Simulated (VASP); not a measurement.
# Se (Im-3m) in VASP: a series of runs, part 2 of 2

VASP 6.6.1. Earlier steps stand in the parts before.

**3. Relaxation of cell and atoms, PBE**

This run uses another cell than the first one, of 20.33 Å³/atom, 1.837 times its volume.

Contents of INCAR:

```
SYSTEM = Se
PREC = Accurate
ENCUT = 520
EDIFF = 1E-7
ISMEAR = 0
SIGMA = 0.1
LREAL = .FALSE.
LASPH = .TRUE.
NELM = 120
ALGO = Normal
ISIF = 3
LWAVE = .FALSE.
LCHARG = .FALSE.
GGA = PE
IBRION = 2
NSW = 60
EDIFFG = -0.005
POTIM = 0.3
```

Contents of KPOINTS:

```
Automatic mesh
0
G
  22 22 22
  0 0 0
```

Contents of POSCAR:

```
Se                                      
1.0
   -1.7192966697      1.7192966697      1.7192966697
    1.7192966697     -1.7192966697      1.7192966697
    1.7192966697      1.7192966697     -1.7192966697
  Se            
     1
Direct
     0.0000000000000000    0.0000000000000000    0.0000000000000000
```

Potentials or basis: VASP PAW PBE potentials, release 64 (Se).

The run is started by

```
cat potpaw_PBE.64/Se/POTCAR > POTCAR
mpirun -np 1 vasp_std > vasp.out
```

OUTCAR:

```text
SYSTEM = Se
   PREC = Accurate
   ENCUT = 520
   EDIFF = 1E-7
   ISMEAR = 0
   LREAL = .FALSE.
   LASPH = .TRUE.
   NELM = 120
   ISIF = 3
   GGA = PE
   IBRION = 2
   NSW = 60
   EDIFFG = -0.005
   POTIM = 0.3

 ion  position               nearest neighbor table
   1  0.000  0.000  0.000-

  LATTYP: Found a body centered cubic cell.
 ALAT       =     3.4385933394

  Lattice vectors:

 A1 = (  -1.7192966697,   1.7192966697,   1.7192966697)
 A2 = (   1.7192966697,  -1.7192966697,   1.7192966697)
 A3 = (   1.7192966697,   1.7192966697,  -1.7192966697)

Analysis of symmetry for initial positions (statically):
=====================================================================
 Subroutine PRICEL returns:
 Original cell was already a primitive cell.

 Routine SETGRP: Setting up the symmetry group for a
 body centered cubic supercell.

 Subroutine GETGRP returns: Found 48 space group operations
 (whereof 48 operations were pure point group operations)
 out of a pool of 48 trial point group operations.

The static configuration has the point symmetry O_h .

Analysis of symmetry for dynamics (positions and initial velocities):
=====================================================================
 Subroutine PRICEL returns:
 Original cell was already a primitive cell.

 Routine SETGRP: Setting up the symmetry group for a
 body centered cubic supercell.

 Subroutine GETGRP returns: Found 48 space group operations
 (whereof 48 operations were pure point group operations)
 out of a pool of 48 trial point group operations.

The dynamic configuration has the point symmetry O_h .

 Subroutine INISYM returns: Found 48 space group operations
 (whereof 48 operations are pure point group operations),
 and found     1 'primitive' translations

----------------------------------------------------------------------------------------

                                     Primitive cell

  volume of cell :      20.3288

  direct lattice vectors                    reciprocal lattice vectors
    -1.719296670  1.719296670  1.719296670     0.000000000  0.290816593  0.290816593
     1.719296670 -1.719296670  1.719296670     0.290816593  0.000000000  0.290816593
     1.719296670  1.719296670 -1.719296670     0.290816593  0.290816593  0.000000000

  length of vectors
     2.977909185  2.977909185  2.977909185     0.411276770  0.411276770  0.411276770

  position of ions in fractional coordinates (direct lattice)
     0.000000000  0.000000000  0.000000000

  ion indices of the primitive-cell ions
   primitive index   ion index
                 1           1

----------------------------------------------------------------------------------------

 KPOINTS: Automatic mesh

Automatic generation of k-mesh.
 Grid dimensions read from file:
 generate k-points for:   22   22   22

 Generating k-lattice:

  Cartesian coordinates                     Fractional coordinates (reciprocal lattice)
     0.000000000  0.013218936  0.013218936     0.045454545  0.000000000  0.000000000
     0.013218936  0.000000000  0.013218936     0.000000000  0.045454545  0.000000000
     0.013218936  0.013218936  0.000000000     0.000000000  0.000000000  0.045454545

  Length of vectors
     0.018694399  0.018694399  0.018694399

  Shift w.r.t. Gamma in fractional coordinates (k-lattice)
     0.000000000  0.000000000  0.000000000

 Subroutine IBZKPT returns following result:
 ===========================================

 Found    328 irreducible k-points:

 Following reciprocal coordinates:
            Coordinates               Weight
  0.000000  0.000000  0.000000      1.000000
  0.045455  0.000000  0.000000     12.000000
  0.090909  0.000000  0.000000     12.000000
  0.136364  0.000000  0.000000     12.000000
  0.181818  0.000000  0.000000     12.000000
  0.227273  0.000000  0.000000     12.000000
[... 16 lines left out ...]
  0.090909  0.090909  0.000000     24.000000
  0.136364  0.090909  0.000000     48.000000
 [... further k-points ...]
   k-points           NKPTS =    328   k-points in BZ     NKDIM =    328   number of bands    NBANDS=      7
   number of dos      NEDOS =    301   number of ions     NIONS =      1
   total plane-waves  NPLWV =  13824
   dimension x,y,z NGX =    24 NGY =   24 NGZ =   24
   dimension x,y,z NGXF=    48 NGYF=   48 NGZF=   48
   ions per type =               1
   NGX,Y,Z   is equivalent  to a cutoff of  13.40, 13.40, 13.40 a.u.
   NGXF,Y,Z  is equivalent  to a cutoff of  26.80, 26.80, 26.80 a.u.
 SYSTEM =  Se
   PREC   = accura    normal or accurate (medium, high low for compatibility)
   ISTART =      0    job   : 0-new  1-cont  2-samecut
   ICHARG =      2    charge: 1-file 2-atom 10-const
   ISPIN  =      1    spin polarized calculation?
   LNONCOLLINEAR =      F non collinear calculations
   LSORBIT =      F    spin-orbit coupling
   LASPH  =      T    aspherical Exc in radial PAW
   ENCUT  =  520.0 eV  38.22 Ry    6.18 a.u.   5.54  5.54  5.54*2*pi/ulx,y,z
   NELM   =    120;   NELMIN=  2; NELMDL= -5     # of ELM steps
   EDIFF  = 0.1E-06   stopping-criterion for ELM
   LREAL  =      F    real-space projection
   EDIFFG = -.5E-02   stopping-criterion for IOM
   NSW    =     60    number of steps for IOM
   IBRION =      2    ionic relax: 0-MD 1-quasi-New 2-CG
   NFREE  =      1    steps in history (QN), initial steepest desc. (CG)
   ISIF   =      3    stress and relaxation
   ISYM   =      2    0-nonsym 1-usesym 2-fastsym
   POTIM  = 0.3000    time-step for ionic-motion
   TEBEG  =    0.0;   TEEND  =   0.0 temperature during run
   PSTRESS=    0.0 pullay stress
   NELECT =       6.0000    total number of electrons
   NUPDOWN=      -1.0000    fix difference up-down
   EMIN   =  10.00;   EMAX   =-10.00  energy-range for DOS
   EFERMI =   0.00;   METHOD = LEGACY
   ISMEAR =     0;   SIGMA  =   0.10  broadening in eV -4-tet -1-fermi 0-gaus
   EFERMI_NEDOS =   21; number of points for ismear=-14 and -15
   IALGO  =     38    algorithm
   IMIX   =      4    mixing-type and parameters
     AMIX     =   0.40;   BMIX     =  1.00
     AMIX_MAG =   1.60;   BMIX_MAG =  1.00
  volume/ion in A,a.u.               =      20.33       137.19
  Fermi-wavevector in a.u.,A,eV,Ry     =   1.089986  2.059776 16.164680  1.188070
  Thomas-Fermi vector in A             =   2.226201
   LORBIT       =      0    0 simple, 1 ext, 2 COOP (PROOUT), +10 PAW based schemes
   GGA     = PE    functional components
   LHFCALC =     F    Hartree Fock is set to
   AEXX    =    0.0000 exact exchange contribution
   IVDW    =     0    specifies the selected vdW correction
   LEPSILON=     F    determine dielectric tensor
   LRPA    =     F    only Hartree local field effects (RPA)
 conjugate gradient relaxation of ions
 non-spin polarized calculation
 Gauss-broadening in eV      SIGMA  =   0.10
  energy-cutoff  :      520.00
  volume of cell :       20.33
 maximum number of plane-waves:       567
 NGX is ok and might be reduce to    24
   NGX = 11   NGY = 11   NGZ = 11

 number of electron       5.9999999 magnetization

 Free energy of the ion-electron system (eV)
  ---------------------------------------------------
  ext. energy  EPLUGINS =         0.00000000
  ---------------------------------------------------
  free energy    TOTEN  =        -2.91743552 eV

  energy without entropy =       -2.91266823  energy(sigma->0) =       -2.91505187

 E-fermi :   5.5427     XC(G=0): -10.5944

 val. band max:        5.5361623299   @ k =  -0.3182   0.3636   0.1818
 cond. band min:       5.5575684806   @ k =   0.1364   0.1364   0.1364
 fundamental gap:      0.0214061507
 Fermi energy:         5.5427252252

 k-point     1 :       0.0000    0.0000    0.0000
  band No.  band energies     occupation
      1     -10.6122      2.00000
      2       8.4660      0.00000
      3       8.4660      0.00000
      4       8.4660      0.00000
      5      16.6377      0.00000
      6      17.9008      0.00000
      7      17.9008      0.00000
[... 221 lines left out ...]
 k-point    24 :       0.1364    0.0909    0.0000
  band No.  band energies     occupation
      1      -9.8060      2.00000
      2       4.9159      2.00000
      3       7.0934      0.00000
      4       7.9058      0.00000
      5      15.6590      0.00000
      6      16.2027      0.00000
      7      18.5522      0.00000

 [... further k-points ...]
[... 5 lines left out ...]
  --------------------------------------------------------------------------------------
  -------------------------------------------------------------------------------------
  Total        0.0044111      0.0044111      0.0044111      0.0000000     -0.0000000     -0.0000000
  in kB        0.3476530      0.3476530      0.3476530      0.0000000     -0.0000000     -0.0000000
  external PRESSURE =       0.3476530 kB  Pullay stress =       0.0000000 kB

 VOLUME and BASIS-vectors are now :
 -----------------------------------------------------------------------------
  energy-cutoff  :      520.00
  volume of cell :       20.33
      direct lattice vectors                 reciprocal lattice vectors
    -1.719296670  1.719296670  1.719296670     0.000000000  0.290816593  0.290816593
     1.719296670 -1.719296670  1.719296670     0.290816593  0.000000000  0.290816593
     1.719296670  1.719296670 -1.719296670     0.290816593  0.290816593  0.000000000

 POSITION                                       TOTAL-FORCE (eV/Angst)
 -----------------------------------------------------------------------------------
      0.00000      0.00000      0.00000         0.000000      0.000000     -0.000000
 -----------------------------------------------------------------------------------
    total drift:                                0.000000      0.000000     -0.000000

  FREE ENERGIE OF THE ION-ELECTRON SYSTEM (eV)
  ---------------------------------------------------
  free  energy   TOTEN  =        -2.9174355183 eV

  energy  without entropy=       -2.9126682307  energy(sigma->0) =       -2.91505187

 reached required accuracy - stopping structural energy minimisation
```

Wall time 12 s (1 thread of Intel Xeon 6975P-C (Granite Rapids), shared host); peak memory 0.17 GiB.

What came out:

| Item | Value |
| --- | --- |
| Free energy | -2.9174 eV |
| Pressure after relaxing | 0.0 GPa |
| Band gap on the k mesh | none (metal or under the smearing width) |

Final structure:
```cif
data_structure
_symmetry_space_group_name_H-M 'P 1'
_symmetry_Int_Tables_number 1
_cell_length_a 2.9779
_cell_length_b 2.9779
_cell_length_c 2.9779
_cell_angle_alpha 109.471
_cell_angle_beta 109.471
_cell_angle_gamma 109.471
_cell_volume 20.33
loop_
_atom_site_label
_atom_site_type_symbol
_atom_site_fract_x
_atom_site_fract_y
_atom_site_fract_z
_atom_site_occupancy
Se1 Se 0.00000 0.00000 0.00000 1
```

Levels at points of the mesh, in eV from the Fermi level:
```csv
k point,band 1,band 2,band 3,band 4,band 5,band 6
"(0.00, 0.00, 0.00)",-16.15,2.92,2.92,2.92,11.09,12.36
"(0.50, 0.00, 0.00)",-12.74,-6.66,-0.01,2.09,6.88,8.30
"(0.50, 0.50, 0.50)",-10.40,-3.25,-3.25,-3.25,4.07,4.07
```

Caveat: the relaxation stopped at its first step, so nothing moved.
